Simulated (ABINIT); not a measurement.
# NaI in ABINIT: the effect of functional

Crystal: NaI.

```
I Na
1.0
     0.00000    3.23640    3.23640
     3.23640    0.00000    3.23640
     3.23640    3.23640    0.00000
I Na
1 1
Direct
  0.50000 0.50000 0.50000
  0.00000 0.00000 0.00000
```

Alike in all runs:

| Quantity | Value |
| --- | --- |
| Program | ABINIT 10.8.3 (patched build) |
| Task | single point |
| Potentials or basis | SPMS NC PBE v1.0 |
| Cutoff | 599 eV |
| k mesh | 6 × 6 × 6 |
| Occupations | fixed |
| Spin | no spin polarisation |

| functional | gap on the mesh (eV) | pressure (GPa) |
| --- | --- | --- |
| PBEsol | ? | ? |
| PBE | 3.63 | 0.4 |
| HSE06 | 4.51 | 0.2 |

Task: What does the run with functional PBEsol give?

Result: gap on the mesh 3.49 eV; pressure -0.3 GPa.

Caveats: spin-orbit coupling is left out, which moves the levels of the heavy elements; the potentials were made for another functional, which shifts forces and pressure (some runs); Libxc's HSE differs a little from that of other programs (some runs).

